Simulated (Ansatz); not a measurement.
# Ti on a Ba site in BaO

These are results of DFT PBE, scalar-relativistic, plane waves, PAW in Ansatz, not measurements. Run with 420 eV cutoff, 2×2×2 k-mesh, shifted by half a step, Gaussian smearing of 0.01 eV, collinear spin.

Host crystal, relaxed:

```
Ba O
1.0
     0.00000    2.78700    2.78700
     2.78700    0.00000    2.78700
     2.78700    2.78700    0.00000
Ba O
1 1
Direct
  0.00000 0.00000 0.00000
  0.50000 0.50000 0.50000
```

Supercell of 32 atoms, rows in host cell vectors: 3 -1 -1; -1 3 -1; -1 -1 3. Atoms relax at the host's cell, keeping the symmetry that the supercell leaves at the site. The cell is small, so energies carry finite-size errors of tenths of an eV. The host's Kohn–Sham gap is 2.10 eV.

Spin-orbit coupling is left out, which matters for the bands and energies of heavy elements.

Defect: Ti on a Ba site at (0.000, 0.000, 0.000) of the host cell, charge 0.

**Question.** Give the relaxed supercell.

**Answer.**
```
Ti Ba O
1.0
    -5.57400    5.57400    5.57400
     5.57400   -5.57400    5.57400
     5.57400    5.57400   -5.57400
Ti Ba O
1 15 16
Direct
  0.50000 0.00000 0.50000
  0.50000 0.24441 0.25559
  0.50000 0.50000 0.00000
  0.74441 0.75559 0.50000
  0.50000 0.75559 0.74441
  0.74441 0.00000 0.25559
  0.74441 0.24441 0.98882
  0.00000 0.50000 0.50000
  0.74441 0.48882 0.74441
  0.01118 0.75559 0.25559
  0.00000 0.00000 0.00000
  0.25559 0.24441 0.50000
  0.98882 0.24441 0.74441
  0.25559 0.51118 0.25559
  0.25559 0.75559 0.01118
  0.25559 0.00000 0.74441
  0.50000 0.80891 0.30891
  0.50000 0.00000 0.00000
  0.50000 0.19109 0.69109
  0.75000 0.50000 0.25000
  0.50000 0.50000 0.50000
  0.75000 0.75000 0.00000
  0.69109 0.00000 0.69109
  0.00000 0.25000 0.25000
  0.69109 0.19109 0.50000
  0.00000 0.50000 0.00000
  0.00000 0.75000 0.75000
  0.30891 0.00000 0.30891
  0.00000 0.00000 0.50000
  0.25000 0.25000 0.00000
  0.25000 0.50000 0.75000
  0.30891 0.80891 0.50000
```
Around the defect: 6 O at 2.13 Å. The run ended with a moment of 0.50 μB, which may not be the ground spin state.